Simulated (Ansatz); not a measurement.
The system is Rb.

```xyz
2
Lattice="2.5382 -4.4447 0.0000 2.5382 4.4447 0.0000 0.0000 0.0000 8.4480" Properties=species:S:1:pos:R:3 pbc="T T T"
Rb    2.5382    3.0198    6.3360
Rb    2.5382   -3.0198    2.1120
```

This isn't the form of Rb at room conditions, which is bcc.

| Property | Result |
| --- | --- |
| Program | Ansatz 0.2.0 |
| Task | single point |
| Functional | PBE |
| Potentials or basis | Ansatz PAW |
| Cutoff | 420 eV (not typed: the program's choice for these potentials) |
| k mesh | 6 × 6 × 3 |
| Occupations | fermi-dirac, width 0.05 eV |
| Spin | no spin polarisation |

On this cell: pressure -0.1 GPa; band gap on the k mesh none (metal or under the smearing width).

The same run follows on a disturbed copy (atoms moved at random, drawn with an rms of 0.05 Å):

```
Rb
1.0
     2.53818   -4.44472    0.00000
     2.53818    4.44472    0.00000
     0.00000    0.00000    8.44800
Rb
2
Direct
  0.16179 0.83499 0.75168
  0.82976 0.17348 0.25167
```

Task: What changes?

Result: The energy (extrapolated to zero smearing) moves by -0.0 meV/atom; pressure -0.1 GPa; band gap on the k mesh none (metal or under the smearing width).

Forces in eV/Å, atoms in the order of the input:
```
Rb   0.001  0.003  0.000
Rb  -0.001 -0.003  0.000
```

Stress tensor (GPa, compression positive):
```
-0.05  0.00  0.00
 0.00 -0.06  0.00
 0.00  0.00 -0.15
```
